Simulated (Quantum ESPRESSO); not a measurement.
The system is Pb.

```
CELL_PARAMETERS angstrom
0.00000 2.47502 2.47502
2.47502 0.00000 2.47502
2.47502 2.47502 0.00000
ATOMIC_POSITIONS crystal
Pb 0.00000 0.00000 0.00000
```

Base run:

```yaml
Program: Quantum ESPRESSO 7.5
Functional: AM05
Potentials_or_basis: PseudoDojo 0.4.1 SR PBE standard
Cutoff: 762 eV
Density_cutoff: 3048 eV
k_mesh: 9 × 9 × 9
Occupations: fermi-dirac, width 0.05 eV
Spin: no spin polarisation
```

Its results: band gap on the k mesh none (metal or under the smearing width); pressure -0.3 GPa.

Question: After a change of settings the same cell gave: band gap on the k mesh none (metal or under the smearing width); pressure 5.0 GPa. Which change was it?
A. functional from AM05 to PBEint
B. functional from AM05 to PBE
C. functional from AM05 to HCTH
D. functional from AM05 to PBEsol; potentials or basis from PseudoDojo 0.4.1 SR PBE standard to PseudoDojo 0.4.1 SR PBEsol standard

Answer: C.

Caveats: the potentials were made for another functional, which shifts forces and pressure; some levels on the path didn't converge (some runs).

Not every run made on this cell is shown here.
